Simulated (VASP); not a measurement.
# GaP (F-43m) in VASP: further runs

One crystal, GaP, is run at these levels: PBEsol; tasks: relaxation of cell and atoms.

Program: VASP 6.6.1. These are calculated values, not measurements. Logs are shortened: lines on timing, memory, paths and dates and some standing lists are left out, and cuts for length are marked.

## Step 1: The structure

Symmetry: F-43m, No. 216, cubic system. The conventional cell has a = 5.451 Å, b = 5.451 Å, c = 5.451 Å, α = 90.00°, β = 90.00°, γ = 90.00°. Ga (site symmetry -43m) has 4 P at 2.36 Å as nearest neighbours. P (site symmetry -43m) is surrounded by 4 Ga at 2.36 Å.

## Step 2: Relaxation of cell and atoms, PBEsol

The input, INCAR:

```
SYSTEM = GaP
ALGO = Normal
EDIFF = 1E-6
EDIFFG = -0.01
ENCUT = 600
GGA = PS
IBRION = 2
ISIF = 3
ISMEAR = 0
LASPH = .True.
LCHARG = .False.
LREAL = .False.
LWAVE = .False.
NELM = 80
NSW = 90
PREC = Accurate
SIGMA = 0.03
```

The input, KPOINTS:

```
k-points
0
Gamma
  8 8 8
  0 0 0
```

The input, POSCAR:

```
GaP
1.0
    0.0000000000      2.7252500000      2.7252500000
    2.7252500000      0.0000000000      2.7252500000
    2.7252500000      2.7252500000      0.0000000000
Ga P
1 1
Direct
    0.0000000000      0.0000000000      0.0000000000
    0.2500000000      0.2500000000      0.2500000000
```

Potentials or basis: VASP PAW PBE potentials, release 64 (Ga_d, P).

The run is started by

```
cat potpaw_PBE.64/Ga_d/POTCAR potpaw_PBE.64/P/POTCAR > POTCAR
mpirun -np 1 vasp_std > vasp.out
```

OUTCAR:

```text
SYSTEM = GaP
   EDIFF = 1E-6
   EDIFFG = -0.01
   ENCUT = 600
   GGA = PS
   IBRION = 2
   ISIF = 3
   ISMEAR = 0
   LASPH = .True.
   LREAL = .False.
   NELM = 80
   NSW = 90
   PREC = Accurate

 ion  position               nearest neighbor table
   1  0.000  0.000  0.000-   2 2.36   2 2.36   2 2.36   2 2.36
   2  0.250  0.250  0.250-   1 2.36   1 2.36   1 2.36   1 2.36

  LATTYP: Found a face centered cubic cell.
 ALAT       =     5.4505000000

  Lattice vectors:

 A1 = (   0.0000000000,   2.7252500000,   2.7252500000)
 A2 = (   2.7252500000,   0.0000000000,   2.7252500000)
 A3 = (   2.7252500000,   2.7252500000,   0.0000000000)

Analysis of symmetry for initial positions (statically):
=====================================================================
 Subroutine PRICEL returns:
 Original cell was already a primitive cell.

 Routine SETGRP: Setting up the symmetry group for a
 face centered cubic supercell.

 Subroutine GETGRP returns: Found 24 space group operations
 (whereof 24 operations were pure point group operations)
 out of a pool of 48 trial point group operations.

The static configuration has the point symmetry T_d .

Analysis of symmetry for dynamics (positions and initial velocities):
=====================================================================
 Subroutine PRICEL returns:
 Original cell was already a primitive cell.

 Routine SETGRP: Setting up the symmetry group for a
 face centered cubic supercell.

 Subroutine GETGRP returns: Found 24 space group operations
 (whereof 24 operations were pure point group operations)
 out of a pool of 48 trial point group operations.

The dynamic configuration has the point symmetry T_d .

 Subroutine INISYM returns: Found 24 space group operations
 (whereof 24 operations are pure point group operations),
 and found     1 'primitive' translations

----------------------------------------------------------------------------------------

                                     Primitive cell

  volume of cell :      40.4808

  direct lattice vectors                    reciprocal lattice vectors
     0.000000000  2.725250000  2.725250000    -0.183469406  0.183469406  0.183469406
     2.725250000  0.000000000  2.725250000     0.183469406 -0.183469406  0.183469406
     2.725250000  2.725250000  0.000000000     0.183469406  0.183469406 -0.183469406

  length of vectors
     3.854085511  3.854085511  3.854085511     0.317778334  0.317778334  0.317778334

  position of ions in fractional coordinates (direct lattice)
     0.000000000  0.000000000  0.000000000
[... 103 lines left out ...]
   GGA     = PS    functional components
   LHFCALC =     F    Hartree Fock is set to
   AEXX    =    0.0000 exact exchange contribution
   IVDW    =     0    specifies the selected vdW correction
   LEPSILON=     F    determine dielectric tensor
   LRPA    =     F    only Hartree local field effects (RPA)
 conjugate gradient relaxation of ions
 non-spin polarized calculation
 Gauss-broadening in eV      SIGMA  =   0.03
  energy-cutoff  :      600.00
  volume of cell :       40.48
 maximum number of plane-waves:      1365
   NGX = 15   NGY = 15   NGZ = 15

--------------------------------------- Ionic step        1  -------------------------------------------

 number of electron      18.0000003 magnetization

 Free energy of the ion-electron system (eV)
  ---------------------------------------------------
  ext. energy  EPLUGINS =         0.00000000
  ---------------------------------------------------
  free energy    TOTEN  =        -9.92055553 eV

  energy without entropy =       -9.92055553  energy(sigma->0) =       -9.92055553

------------------------ aborting loop because EDIFF is reached ----------------------------------------

  FORCE on cell =-STRESS in cart. coord.  units (eV):
  Direction    XX          YY          ZZ          XY          YZ          ZX
  --------------------------------------------------------------------------------------
  -------------------------------------------------------------------------------------
  Total       -0.1619797     -0.1619797     -0.1619797     -0.0000000      0.0000000     -0.0000000
  in kB       -6.4109470     -6.4109470     -6.4109470     -0.0000000      0.0000000     -0.0000000
  external PRESSURE =      -6.4109470 kB  Pullay stress =       0.0000000 kB
[... 59 lines left out ...]
--------------------------------------- Ionic step        3  -------------------------------------------

 number of electron      18.0000006 magnetization

 Free energy of the ion-electron system (eV)
  ---------------------------------------------------
  ext. energy  EPLUGINS =         0.00000000
  ---------------------------------------------------
  free energy    TOTEN  =        -9.92115721 eV

  energy without entropy =       -9.92115721  energy(sigma->0) =       -9.92115721

 E-fermi :   4.8414     XC(G=0): -10.0553

 val. band max:        4.6457692664   @ k =   0.0000   0.0000   0.0000
 cond. band min:       6.1468775506   @ k =   0.5000   0.5000   0.0000
 fundamental gap:      1.5011082842
 Fermi energy:         4.8414271967

 k-point     1 :       0.0000    0.0000    0.0000
  band No.  band energies     occupation
      1      -9.9088      2.00000
      2      -9.9088      2.00000
      3      -9.9088      2.00000
      4      -9.8057      2.00000
      5      -9.8057      2.00000
      6      -7.9354      2.00000
      7       4.6458      2.00000
      8       4.6458      2.00000
      9       4.6458      2.00000
     10       6.4582      0.00000
     11       8.4705      0.00000
     12       8.4705      0.00000
     13       8.4705      0.00000
[... 354 lines left out ...]
  band No.  band energies     occupation
      1     -10.0000      2.00000
      2      -9.8770      2.00000
      3      -9.8643      2.00000
      4      -9.8113      2.00000
      5      -9.7982      2.00000
      6      -5.4051      2.00000
      7      -1.8637      2.00000
      8       1.3771      2.00000
      9       2.6631      2.00000
     10       8.0610      0.00000
     11       8.8339      0.00000
     12      11.0770      0.00000
     13      12.5057      0.00000

 [... further k-points ...]

------------------------ aborting loop because EDIFF is reached ----------------------------------------

  FORCE on cell =-STRESS in cart. coord.  units (eV):
  Direction    XX          YY          ZZ          XY          YZ          ZX
  --------------------------------------------------------------------------------------
  -------------------------------------------------------------------------------------
  Total       -0.0082516     -0.0082516     -0.0082516     -0.0000000     -0.0000000     -0.0000000
  in kB       -0.3290562     -0.3290562     -0.3290562     -0.0000000     -0.0000000     -0.0000000
  external PRESSURE =      -0.3290562 kB  Pullay stress =       0.0000000 kB
[... 17 lines left out ...]
  FREE ENERGIE OF THE ION-ELECTRON SYSTEM (eV)
  ---------------------------------------------------
  free  energy   TOTEN  =        -9.9211572072 eV

  energy  without entropy=       -9.9211572072  energy(sigma->0) =       -9.92115721

 reached required accuracy - stopping structural energy minimisation
```

OSZICAR:

```text
N       E                     dE             d eps       ncg     rms          rms(c)
DAV:   1     0.849055271226E+02    0.84906E+02   -0.98987E+03   770   0.213E+03
DAV:   2    -0.324243540490E+01   -0.88148E+02   -0.85064E+02   804   0.354E+02
DAV:   3    -0.100792585519E+02   -0.68368E+01   -0.68030E+01   959   0.791E+01
[... 20 lines left out ...]
DAV:   2    -0.992175072265E+01    0.21294E-02   -0.38497E-03   964   0.158E+00    0.140E-01
DAV:   3    -0.992121554627E+01    0.53518E-03   -0.65837E-04  1004   0.568E-01    0.320E-02
DAV:   4    -0.992116694692E+01    0.48599E-04   -0.62803E-05   888   0.126E-01    0.133E-02
DAV:   5    -0.992115751775E+01    0.94292E-05   -0.47678E-06   850   0.332E-02    0.404E-03
DAV:   6    -0.992115720718E+01    0.31057E-06   -0.35111E-07   392   0.101E-02
   3 F= -.99211572E+01 E0= -.99211572E+01  d E =-.601673E-03
```

Run time: 14 s. Hardware: 1 thread of Intel Xeon 6975P-C (Granite Rapids), shared host; peak memory 0.19 GiB.

What came out:

| Quantity | Value |
| --- | --- |
| Free energy | -9.9212 eV |
| Relaxed volume | 20.09 Å³/atom |
| Relaxed cell | a = 3.844 Å, b = 3.844 Å, c = 3.844 Å, α = 60.00°, β = 60.00°, γ = 60.00° |
| Space group after relaxing (to 0.05 Å) | F-43m (No. 216) |
| Energy gained by relaxing | 0.3 meV/atom |
| Ionic steps | 3 |
| Pressure after relaxing | 0.0 GPa |
| Band gap on the k mesh | 1.50 eV, indirect (least direct gap 1.81 eV) |

The path:
| step | energy change (eV) | largest force (eV/Å) | pressure (GPa) | volume (Å³) |
| --- | --- | --- | --- | --- |
| 1 | 0.0000 | 0.0000 | -0.64 | 40.48 |
| 2 | -0.0004 | 0.0000 | 0.43 | 40.01 |
| 3 | -0.0006 | 0.0000 | -0.03 | 40.18 |

Final structure:
```yaml
crystal:
  lattice:
    - [0.00000, 2.71842, 2.71842]
    - [2.71842, 0.00000, 2.71842]
    - [2.71842, 2.71842, 0.00000]
  atoms:
    - { symbol: Ga, position: [0.00000, 0.00000, 0.00000] }
    - { symbol: P, position: [0.25000, 0.25000, 0.25000] }
```

Caveat: the PAW data sets were made with another functional, which shifts forces and pressure a little. A hybrid or GW would open this gap; PBEsol tends to underestimate it.

## Step 3: Relaxation of cell and atoms, PBEsol

This run uses another cell than the first one, of 20.09 Å³/atom, 0.992 times its volume.

INCAR: that of step 2 with these lines changed.

```diff
@@ -2,4 +2,4 @@
 ALGO = Normal
-EDIFF = 1E-6
-EDIFFG = -0.01
+EDIFF = 1E-7
+EDIFFG = -0.005
 ENCUT = 600
```

KPOINTS is that of step 2.

The input, POSCAR:

```
GaP                                     
1.0
   -0.0000000000      2.7184163015      2.7184163015
    2.7184163015      0.0000000000      2.7184163015
    2.7184163015      2.7184163015     -0.0000000000
  Ga              P             
     1     1
Direct
     0.0000000000000000    0.0000000000000000    0.0000000000000000
     0.2500000000000000    0.2500000000000000    0.2500000000000000
```

Potentials or basis: VASP PAW PBE potentials, release 64 (Ga_d, P).

The run is started by

```
cat potpaw_PBE.64/Ga_d/POTCAR potpaw_PBE.64/P/POTCAR > POTCAR
mpirun -np 1 vasp_std > vasp.out
```

Wall time 7.5 s (1 thread of Intel Xeon 6975P-C (Granite Rapids), shared host); peak memory 0.18 GiB.

It converged, with:

| Item | Value |
| --- | --- |
| Free energy | -9.9211 eV |
| Pressure after relaxing | 0.0 GPa |
| Band gap on the k mesh | 1.50 eV, indirect (least direct gap 1.81 eV) |

Final structure:
```xyz
2
Lattice="0.0000 2.7184 2.7184 2.7184 0.0000 2.7184 2.7184 2.7184 0.0000" Properties=species:S:1:pos:R:3 pbc="T T T"
Ga    0.0000    0.0000    0.0000
P     1.3592    1.3592    1.3592
```

Levels at points of the mesh, in eV from the valence-band top:
```tsv
k point	band 7	band 8	band 9	band 10	band 11	band 12
(0.00, 0.00, 0.00)	0.00	0.00	0.00	1.81	3.82	3.82
(0.50, 0.00, 0.00)	-6.74	-1.14	-1.14	1.61	4.65	4.65
(0.50, 0.50, 0.00)	-6.84	-2.74	-2.74	1.50	1.71	10.61
```

Caveat: the relaxation stopped at its first step, so nothing moved; the PAW data sets were made with another functional, which shifts forces and pressure a little. A k mesh can miss the band edges.

## Step 4: Relaxation of cell and atoms, PBEsol

The input, INCAR:

```
SYSTEM = GaP
  PREC = Accurate
  ENCUT = 600
  EDIFF = 1E-6
  ISMEAR = 0
  SIGMA = 0.03
  LREAL = .False.
  LASPH = .True.
  NELM = 80
  ALGO = Normal
  ISIF = 3
  LWAVE = .False.
  LCHARG = .False.
  GGA = PS
  IBRION = 2
  NSW = 90
  EDIFFG = -0.01
```

The input, KPOINTS:

```
Automatic mesh
0
Gamma
  10 10 10
  0 0 0
```

The input, POSCAR:

```
GaP
1.0
    0.0000000000      2.7252500000      2.7252500000
    2.7252500000      0.0000000000      2.7252500000
    2.7252500000      2.7252500000      0.0000000000
Ga P
1 1
Direct
    0.0000000000      0.0000000000      0.0000000000
    0.2500000000      0.2500000000      0.2500000000
```

The run is started by

```
cat potpaw_PBE.64/Ga_d/POTCAR potpaw_PBE.64/P/POTCAR > POTCAR
mpirun -np 1 vasp_std > vasp.out
```

Run time: 21 s. Hardware: 1 thread of Intel Xeon Platinum 8559C (Emerald Rapids), shared host; peak memory 0.19 GiB.

The run converged. Its results:

| Quantity | Value |
| --- | --- |
| Free energy | -9.9234 eV |
| Relaxed volume | 20.09 Å³/atom |
| Relaxed cell | a = 3.844 Å, b = 3.844 Å, c = 3.844 Å, α = 60.00°, β = 60.00°, γ = 60.00° |
| Space group after relaxing (to 0.05 Å) | F-43m (No. 216) |
| Energy gained by relaxing | 0.3 meV/atom |
| Ionic steps | 3 |
| Pressure after relaxing | 0.0 GPa |
| Band gap on the k mesh | 1.47 eV, indirect (least direct gap 1.81 eV) |

Step by step:
```csv
step,energy change (eV),largest force (eV/Å),pressure (GPa),volume (Å³)
1,0.0000,0.0000,-0.64,40.48
2,-0.0004,0.0000,0.43,40.01
3,-0.0006,0.0000,-0.03,40.18
```

Final structure:
```xyz
2
Lattice="0.0000 2.7184 2.7184 2.7184 0.0000 2.7184 2.7184 2.7184 0.0000" Properties=species:S:1:pos:R:3 pbc="T T T"
Ga    0.0000    0.0000    0.0000
P     1.3592    1.3592    1.3592
```

Levels at points of the mesh, in eV from the valence-band top:
| k point | band 6 | band 7 | band 8 | band 9 | band 10 | band 11 | band 12 | band 13 |
| --- | --- | --- | --- | --- | --- | --- | --- | --- |
| (0.00, 0.00, 0.00) | -12.58 | 0.00 | 0.00 | 0.00 | 1.81 | 3.83 | 3.83 | 3.83 |
| (0.50, 0.00, 0.00) | -10.47 | -6.74 | -1.14 | -1.14 | 1.61 | 4.65 | 4.65 | 8.10 |
| (0.50, 0.50, 0.00) | -9.54 | -6.84 | -2.74 | -2.74 | 1.50 | 1.71 | 10.61 | 10.61 |

Caveat: the PAW data sets were made with another functional, which shifts forces and pressure a little. Expect the measured gap to be larger: semilocal functionals such as PBEsol lack the derivative discontinuity.

## Step 5: Relaxation of cell and atoms, PBEsol

This run uses another cell than the first one, of 20.09 Å³/atom, 0.993 times its volume.

INCAR: that of step 4 with these lines changed.

```diff
@@ -3,3 +3,3 @@
   ENCUT = 600
-  EDIFF = 1E-6
+  EDIFF = 1E-7
   ISMEAR = 0
@@ -16,2 +16,2 @@
   NSW = 90
-  EDIFFG = -0.01
+  EDIFFG = -0.005
```

KPOINTS is that of step 4.

The input, POSCAR:

```
GaP                                     
1.0
    0.0000000000      2.7184346441      2.7184346441
    2.7184346441     -0.0000000000      2.7184346441
    2.7184346441      2.7184346441     -0.0000000000
  Ga              P             
     1     1
Direct
     0.0000000000000000    0.0000000000000000    0.0000000000000000
     0.2500000000000000    0.2500000000000000    0.2500000000000000
```

The run is started by

```
cat potpaw_PBE.64/Ga_d/POTCAR potpaw_PBE.64/P/POTCAR > POTCAR
mpirun -np 1 vasp_std > vasp.out
```

It took 13 s on 1 thread of Intel Xeon Platinum 8559C (Emerald Rapids), shared host; peak memory 0.18 GiB.

Results (log left out):

* Free energy: -9.9233 eV
* Pressure after relaxing: 0.0 GPa
* Band gap on the k mesh: 1.47 eV, indirect (least direct gap 1.81 eV)

Final structure:
```
Ga P
1.0
     0.00000    2.71843    2.71843
     2.71843    0.00000    2.71843
     2.71843    2.71843    0.00000
Ga P
1 1
Direct
  0.00000 0.00000 0.00000
  0.25000 0.25000 0.25000
```

Levels at points of the mesh, in eV from the valence-band top:
| k point | band 7 | band 8 | band 9 | band 10 | band 11 | band 12 |
| --- | --- | --- | --- | --- | --- | --- |
| (0.00, 0.00, 0.00) | 0.00 | 0.00 | 0.00 | 1.81 | 3.83 | 3.83 |
| (0.50, 0.00, 0.00) | -6.74 | -1.14 | -1.14 | 1.61 | 4.65 | 4.65 |
| (0.50, 0.50, 0.00) | -6.84 | -2.74 | -2.74 | 1.50 | 1.71 | 10.61 |

Caveat: the relaxation stopped at its first step, so nothing moved; the PAW data sets were made with another functional, which shifts forces and pressure a little. A k mesh can miss the band edges.
